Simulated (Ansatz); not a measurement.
A plane-wave DFT run in Ansatz 0.2.0 (scalar-relativistic PAW potentials unless the input names others): input and command.

```yaml
crystal:
  lattice:
    - [2.2754878639, 2.2754878639, 0.0]
    - [-2.2754878639, 2.2754878639, 0.0]
    - [0.0, 0.0, 4.5509757277]
  atoms:
    - { symbol: Ti, position: [0.0, 0.0, 0.0] }
    - { symbol: Ti, position: [0.5, 0.5, 0.5] }
    - { symbol: C, position: [0.5, 0.5, 0.0] }
    - { symbol: C, position: [0.0, 0.0, 0.5] }
basis:
  ecutwfc: 420
kpoints:
  mp_grid: { grid: [18, 18, 12] }
hamiltonian:
  xc: pbesol
scf:
  occupations: { method: gaussian, width: 0.1 }
  algorithm: density_mixing
output:
  forces: true
  eigenvalues: true
  stress: true
```

```bash
ansatz run input.yaml --threads 1 --pin off --max-ram 2560MiB --backend cpu --events-out ev --progress --plain --runs-dir out
```

Abridged log:
```
Basis set: ecut = 420 eV, 919 PW (Γ), exchange–correlation on 48×48×64 points (8 copies of the dense FFT grid, shifted against one another)
Bands: 20, of which v1, the nominal top of the filled ones, is band 16 counted from 1 (15 counted from 0)
Symmetry: 32 space group operations
k-points: 385 of 3888
SCF iter   1: F=—  HF=-5443.951751 eV  |F-HF|=—  |Δ(HF+E_count)|=         —  Δρ=8.70e-3  dr2=3.83e-2  ethr=1.77e-3  ⟨swp⟩=4.4  Hψ=28648  notcnv=0
SCF iter   2: F=—  HF=-5443.943685 eV  |F-HF|=—  |Δ(HF+E_count)|=   8.07e-3  Δρ=3.64e-3  dr2=5.33e-3  ethr=1.20e-4  ⟨swp⟩=1.0  Hψ=10796  notcnv=0
SCF iter   3: F=—  HF=-5443.942230 eV  |F-HF|=—  |Δ(HF+E_count)|=   1.46e-3  Δρ=5.90e-4  dr2=8.10e-5  ethr=1.66e-5  ⟨swp⟩=2.0  Hψ=10790  notcnv=0
SCF iter   4: F=—  HF=-5443.942194 eV  |F-HF|=—  |Δ(HF+E_count)|=   3.53e-5  Δρ=1.74e-4  dr2=5.66e-6  ethr=2.53e-7  ⟨swp⟩=2.0  Hψ=10145  notcnv=0
SCF iter   5: F=—  HF=-5443.942196 eV  |F-HF|=—  |Δ(HF+E_count)|=   1.37e-6  Δρ=3.10e-5  dr2=5.43e-7  ethr=1.77e-8  ⟨swp⟩=2.0  Hψ=10569  notcnv=0
SCF iter   6: F=-5443.942196 eV  HF=-5443.942196 eV  |F-HF|=2.10e-9  |Δ(HF+E_count)|=   2.80e-8  Δρ=4.14e-6  dr2=5.02e-9  ethr=3.13e-10  ⟨swp⟩=4.0  Hψ=23242  notcnv=0
the search or the solves at the SCF's close seem to have found levels that the self-consistency loop had missed (the run counts 1). By its estimate they hold under 1e-12 electrons; where the run keeps them, the occupations were computed again with them
SCF 1 converged in 6 iterations: F = -5443.942196 eV  dr2 = 5.02e-9
SCF converged after 6 iterations
Free energy (F): -5443.942196 eV
Harris-Foulkes:  -5443.942196 eV  (|F-HF|=2.10e-9)
Internal energy: -5443.938668 eV  (E = F + TS)
E sigma→0 (E₀):  -5443.940432 eV
Entropy (-TS):   -0.003528 eV (-0.882 meV/atom)
Fermi energy:    12.200425 eV
--- Forces (eV/Å), atoms counted from 1 ---
  atom   1  Ti     0.00000000     0.00000000     0.00000000
  atom   2  Ti     0.00000000     0.00000000     0.00000000
  atom   3  C      0.00000000     0.00000000     0.00000000
  atom   4  C      0.00000000     0.00000000     0.00000000
--- Stress (GPa, compression-positive) ---
      -32.811224       0.000000       0.000000
        0.000000     -32.811224       0.000000
        0.000000       0.000000     -32.852354
  P = ⅓ Tr σ = -32.8249 GPa (-328.249 kbar)
```

Apart from outputs and empty bands, the input differs from a reference run on usual settings in scf.algorithm: not typed → "density_mixing". The reference, at the same geometry (not necessarily relaxed), gave pressure -32.82 GPa, largest force 0.000 eV/Å, no gap on the mesh. This run converged in 6 SCF iterations (reference: 6) with an energy at zero smearing within 0.01 meV/atom of the reference's, pressure -32.82 GPa, largest force 0.000 eV/Å, no gap on the mesh.

Time: 23 s on 1 thread of Intel(R) Xeon(R) Platinum 8259CL CPU @ 2.50GHz (Skylake/Cascade Lake), with other jobs on the host, peak memory 0.61 GiB.